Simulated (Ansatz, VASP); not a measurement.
## Al in VASP and in Ansatz

Contents of INCAR:

```
PREC = Accurate ; ENCUT = 520
EDIFF = 1E-7 ; ISMEAR = 0
SIGMA = 0.1 ; LREAL = F
LASPH = T ; NELM = 80
ALGO = Normal ; ISIF = 2
LWAVE = F ; LCHARG = T
LDIPOL = T ; IDIPOL = 3
DIPOL = 0.5 0.5 0.365 ; GGA = PE
LELF = T ; LVHAR = T
LVACPOTAV = T ; NBANDS = 22
```

File KPOINTS:

```
regular mesh
0
Gamma
  9 9 1
```

Contents of POSCAR:

```
Al
1.0
    2.8543223330      0.0000000000      0.0000000000
   -1.4271611665      2.4719156510      0.0000000000
    0.0000000000      0.0000000000     33.4760593533
Al
8
Direct
    0.3333333333      0.6666666667      0.1194883770
    0.0000000000      0.0000000000      0.1895622803
    0.6666666667      0.3333333333      0.2596361837
    0.0000000000      0.0000000000      0.3297100869
    0.3333333333      0.6666666667      0.3992195594
    0.0000000000      0.0000000000      0.4696536480
    0.6666666667      0.3333333333      0.5400996810
    0.0000000000      0.0000000000      0.6116627748
```

Input for Ansatz:

```yaml
crystal:
  lattice:
    - [2.854322333, 0.0, 0.0]
    - [-1.4271611665, 2.471915651, 0.0]
    - [0.0, 0.0, 33.4760593533]
  atoms:
    - { symbol: Al, position: [0.3333333333, 0.6666666667, 0.119488377] }
    - { symbol: Al, position: [0.0, 0.0, 0.1895622803] }
    - { symbol: Al, position: [0.6666666667, 0.3333333333, 0.2596361837] }
    - { symbol: Al, position: [0.0, 0.0, 0.3297100869] }
    - { symbol: Al, position: [0.3333333333, 0.6666666667, 0.3992195594] }
    - { symbol: Al, position: [0.0, 0.0, 0.469653648] }
    - { symbol: Al, position: [0.6666666667, 0.3333333333, 0.540099681] }
    - { symbol: Al, position: [0.0, 0.0, 0.6116627748] }
basis:
  ecutwfc: 420
kpoints:
  mp_grid: { grid: [9, 9, 1] }
hamiltonian:
  xc: pbe
scf:
  occupations: { method: gaussian, width: 0.1 }
output:
  forces: true
  eigenvalues: true
efield:
  axis: 3
  dipole_correction: true
  ramp_width: 0.04
```

Alike in both runs: task single point; functional PBE; k mesh 9 × 9 × 1; occupations gaussian, width 0.1 eV; no spin polarisation.

|  | VASP | Ansatz |
| --- | --- | --- |
| version | VASP 6.6.1 | Ansatz 0.2.0 |
| potentials or method | VASP PAW PBE potentials, release 64 (Al) | scalar-relativistic, plane waves, PAW |
| plane-wave cutoff (eV) | 520 | 420 |
| valence electrons in the cell | 24 | 24 |

```tsv
	VASP	Ansatz	Ansatz less VASP
gap on the k mesh at the Fermi level (eV)	none	none	-
rms of the force components (eV/Å)	0.045	0.045	+0.0001
work function, face that differs most (eV)	4.06	4.06	-0.003
```

Atom by atom the forces differ by 0.000 eV/Å (rms over components). A gap of «none» marks a metal or a gap that the smearing closes. The functional is the same, so the differences come from potentials, cutoffs and numerics.
